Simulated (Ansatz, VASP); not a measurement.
# Two plane-wave programs on SiS2

```
CELL_PARAMETERS angstrom
-3.11901 5.39321 2.79642
3.11901 -5.39321 2.79642
3.11901 5.39321 -2.79642
ATOMIC_POSITIONS crystal
Si 0.75000 0.75000 0.00000
Si 0.25000 0.25000 0.00000
S 0.89321 0.81471 0.70792
S 0.10679 0.18529 0.29208
S 0.60679 0.31471 0.92150
S 0.39321 0.68529 0.07850
```

Alike in both runs: functional PBE; k mesh 6 × 6 × 6; occupations gaussian, width 0.02 eV; no spin polarisation.

Ansatz relaxed the structure, and its values are those at the end. VASP's run is a single point on that final structure, the one shown.

```csv
,VASP,Ansatz
version,VASP 6.6.1,Ansatz 0.2.0
potentials or method,"VASP PAW PBE potentials, release 64 (Si, S)","scalar-relativistic, plane waves, PAW"
plane-wave cutoff (eV),520,420
valence electrons in the cell,32,32
```

```csv
,VASP,Ansatz,Ansatz less VASP
gap on the k mesh at the Fermi level (eV),3.08,3.06,-0.015
least direct gap on the mesh (eV),3.39,3.37,-0.013
pressure (GPa),-0.1,0.1,+0.18
rms of the force components (eV/Å),0.021,0.001,-0.0197
```

With one functional, cell and mesh, what is left measures potentials, basis and numerics.

A k mesh can miss the band edges. A hybrid or GW would open this gap; PBE tends to underestimate it.
